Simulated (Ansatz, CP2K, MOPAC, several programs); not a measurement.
Energy against volume for GaN (rocksalt), at fixed shape and fractional coordinates, computed by several methods (PBE and r2SCAN, where shown, with plane waves in Ansatz); the cell shown is that of r2SCAN. The symmetry is Fm-3m (No. 225, cubic); a = 4.217 Å in the conventional setting, 9.37 Å³ an atom. Around Ga lie 6 N at 2.11 Å; around N lie 6 Ga at 2.11 Å. The calculation is spin-unpolarised, and the structure need not be a phase that has been made. Energies count from each curve's lowest point; fits are third-order Birch-Murnaghan.

```cif
data_structure
_symmetry_space_group_name_H-M 'Fm-3m'
_symmetry_Int_Tables_number 225
_cell_length_a 4.2170
_cell_length_b 4.2170
_cell_length_c 4.2170
_cell_angle_alpha 90.000
_cell_angle_beta 90.000
_cell_angle_gamma 90.000
_cell_volume 74.99
loop_
_atom_site_label
_atom_site_type_symbol
_atom_site_symmetry_multiplicity
_atom_site_Wyckoff_symbol
_atom_site_fract_x
_atom_site_fract_y
_atom_site_fract_z
_atom_site_occupancy
Ga1 Ga 4 a 0.00000 0.00000 0.00000 1
N1 N 4 b 0.50000 0.00000 0.00000 1
```

PBE/SZV (CP2K), on the shape of the cell shown:
```tsv
V (Å³/atom)	E (meV/atom)
8.249	343.01
8.812	159.70
9.374	56.01
9.937	6.95
10.499	0.00
```
This method closes the gap of a crystal that DFT finds insulating, so its curve rests on a wrong state.
The lowest point is an end point, so the minimum isn't bracketed.

PBE, on the shape of its own relaxed cell:

| V (Å³/atom) | E (meV/atom) |
| --- | --- |
| 9.135 | 25.70 |
| 9.427 | 6.10 |
| 9.718 | 0.00 |
| 10.010 | 5.48 |
| 10.301 | 20.61 |

V₀ = 9.72 Å³ an atom and B₀ = 210 GPa.

light PBE (260 eV, its own mesh), on the shape of the cell shown:
```
V (Å³/atom)  E (meV/atom)
      8.624        114.60
      8.999         47.04
      9.374          0.00
      9.749         30.52
     10.124         50.47
     10.499        118.87
```
The points scatter about a smooth fit, as a low cutoff and a light mesh can make them, so no fit is quoted.

Question: r2SCAN, on the shape of its own relaxed cell, gives
```tsv
V (Å³/atom)	E (meV/atom)
8.812	28.64
9.093	6.73
9.374	0.00
9.655	6.17
9.937	23.20
```
What equilibrium volume and bulk modulus follow?

Answer: V₀ = 9.37 Å³ an atom and B₀ = 244 GPa.

PM7 (MOPAC), on the shape of the cell shown, as a cluster of 64 atoms at the zone centre:
```
V (Å³/atom)  E (meV/atom)
      8.249        444.76
      8.812        136.86
      9.374         12.72
      9.937         26.22
     10.499          0.00
```
The points scatter about a smooth fit, so no fit is quoted.

Spin-orbit coupling is left out.
